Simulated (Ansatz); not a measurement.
# AlN: the cost of one run

Method: DFT PBE, scalar-relativistic, plane waves, PAW, in Ansatz 0.2.0.

6 further runs of the same task are left out: 6 set aside as unsound or not needed.

### Step 1. The structure to begin with

Symmetry: F-43m, No. 216, cubic system. Conventional cell: a = 4.403 Å, b = 4.403 Å, c = 4.403 Å, α = 90.00°, β = 90.00°, γ = 90.00°. Al (site symmetry -43m) is surrounded by 4 N at 1.91 Å. Around N (site symmetry -43m) lie 4 Al at 1.91 Å.

Structure file:

```
CELL_PARAMETERS angstrom
0.00000 2.20126 2.20126
2.20126 0.00000 2.20126
2.20126 2.20126 0.00000
ATOMIC_POSITIONS crystal
Al 0.00000 0.00000 0.00000
N 0.75000 0.75000 0.75000
```

It goes back to an entry of the Materials Project, which need not be the stable form.

This cell was relaxed beforehand with the same method: volume 10.67 Å³/atom, gap on the mesh 3.31 eV.

### Step 2. The scan

The energy is mapped over a normal mode and a strain (zone-centre modes of the cell shown).

First coordinate, amplitude of mode 4 (635 cm⁻¹), largest displacement in the unstrained cell: 11 values from −0.097 Å. Second coordinate, equal normal strain along x, y and z: 7 values from −2.50 %.

Nothing else is relaxed (the pattern is fixed in fractional coordinates). Energies count from the relaxed high-symmetry cell. Points are written as (first, second).

The modes come from a phonon run on the reference cell, made beforehand.

Displacement patterns for an amplitude of 1 (Å):

```csv
atom,x1,y1,z1
Al1,-0.519,0.000,0.000
N2,1.000,0.000,0.000
```

### Step 3. Point (−0.039 Å, −2.50 %)

File input.yaml:

```yaml
crystal:
  lattice:
    - [0.0, 2.1462274258, 2.1462274258]
    - [2.1462274258, 0.0, 2.1462274258]
    - [2.1462274258, 2.1462274258, 0.0]
  atoms:
    - { symbol: Al, position: [-0.0045751888, 0.0045751888, 0.0045751888] }
    - { symbol: "N", position: [0.7588131387, 0.7411868613, 0.7411868613] }
basis:
  ecutwfc: 520.0
kpoints:
  mp_grid: { grid: [10, 10, 10] }
hamiltonian:
  xc: pbe
  pseudopotentials: { kind: paw, azcp: { folder: soft_1 } }
scf:
  occupations: { method: gaussian, width: 0.05 }
output:
  forces: true
  stress: true
  eigenvalues: true
```

On the command line:

```bash
$ ansatz run input.yaml --threads 1 --pin off --max-ram 2048MiB --backend cpu --events-out ev --progress --plain --runs-dir out
```

**Question.** How long does this run take on 1 thread of Arm Neoverse N1, shared host, and how much memory does it need?

About 6.8 s, with a peak of 0.32 GiB.
